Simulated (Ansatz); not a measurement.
Consider BaTiO3 (Pm-3m).

```xyz
5
Lattice="4.0060 0.0000 0.0000 0.0000 4.0060 0.0000 0.0000 0.0000 4.0060" Properties=species:S:1:pos:R:3 pbc="T T T"
Ba    2.0030    2.0030    2.0030
Ti    0.0000    0.0000    0.0000
O     2.0030    0.0000    0.0000
O     0.0000    2.0030    0.0000
O     0.0000    0.0000    2.0030
```

The cell and positions come from the Crystallography Open Database and are kept as given unless a step says otherwise. Spin-orbit coupling is left out unless a run names it. PAW set soft_1, made with PBE.

Gaps computed with Ansatz 0.2.0 without a self-energy: PBEsol 1.76 eV, PBE 1.81 eV, PBE+SOC 1.79 eV, HSE06 3.19 eV and PBE0 3.93 eV. The mean ε∞ by PBE perturbation theory is 6.69.

Estimate the G0W0@PBE gap with 4×4×4 mesh, 509 empty bands, screening to 230 eV, default PAW files.

About 3.20 eV: on its mesh the run moves the gap from 1.79 eV by +1.41 eV. Among the scalar-relativistic levels given, HSE06 is nearest (−0.01 eV). One-shot corrections scale roughly with one over ε∞, here 0.15. Bands and cutoff are finite, so the gap is not at the basis limit. The miss can reach some tenths of an eV and take either sign; the mesh is an error of its own. The 4×4×4 mesh is coarse for this cell (its supercell is 16 Å along the shortest edge). The RPA ε∞ on it, from the PBE start, is 6.99; such meshes misread the long-range screening, most where the gap is narrow. This is the ideal cubic cell; many perovskites, halides above all, are cubic only on average, and local tilts or off-centring can widen the gap. The many-body steps are scalar-relativistic: spin-orbit coupling is not in them.

[Paths, hosts, dates, memory and timing lines, banners, echoed tables and standing remarks are left out of the program output.]

[Logs are printed without paths, hosts, clocks, repeated set-up lines and the standing remarks that a program may print on its own settings, such as how far it seeks lower states.]

[Runs of the session that timed out or met a known fault of the program may be left out.]

[Cells called generated may have been cut or substituted from an entry of the Crystallography Open Database or the Materials Project.]

[Hosts, paths, dates, database ids (printed as entryN), source tags and the programs' standing remarks are cut or masked in the printed files.]
